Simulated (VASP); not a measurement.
**CsH: single point with PBEsol**

CsH:

```
Cs H
1.0
     0.00000    2.76790    2.76790
     2.76790    0.00000    2.76790
     2.76790    2.76790    0.00000
Cs H
1 1
Direct
  0.00000 0.00000 0.00000
  0.50000 0.50000 0.50000
```

The cell was built by a generator and needn't be a form met in nature.

```
Program                : VASP 6.6.1
Task                   : single point
Functional             : PBEsol
Potentials or basis    : VASP PAW PBE potentials, release 64 (Cs_sv, H)
Cutoff                 : 520 eV
k mesh                 : 8 × 8 × 8
Occupations            : fermi-dirac, width 0.1 eV
Spin                   : no spin polarisation
Dipole correction      : no
Further INCAR settings : ALGO = Fast; EDIFF = 1e-06; NBANDS = 12
```

```json
{"Pressure": "7.5 GPa", "Band gap on the k mesh": "1.22 eV, direct"}
```

Levels at points of the mesh, in eV from the valence-band top:
| k point | band 3 | band 4 | band 5 | band 6 | band 7 | band 8 |
| --- | --- | --- | --- | --- | --- | --- |
| (0.00, 0.00, 0.00) | -7.85 | -7.85 | -2.79 | 4.71 | 4.71 | 4.71 |
| (0.50, 0.00, 0.00) | -8.12 | -8.12 | 0.00 | 1.22 | 4.07 | 4.07 |
| (0.50, 0.50, 0.00) | -8.67 | -8.67 | -2.92 | 1.61 | 7.52 | 9.84 |

Run time: 7.3 s on 1 thread of Intel(R) Xeon(R) 6975P-C (Granite Rapids), with other jobs on the host, peak memory 0.16 GiB.

Caveat: the PAW data sets were made with another functional, which shifts forces and pressure a little; spin-orbit coupling is left out, which moves the levels of the heavy elements. A k mesh can miss the band edges.
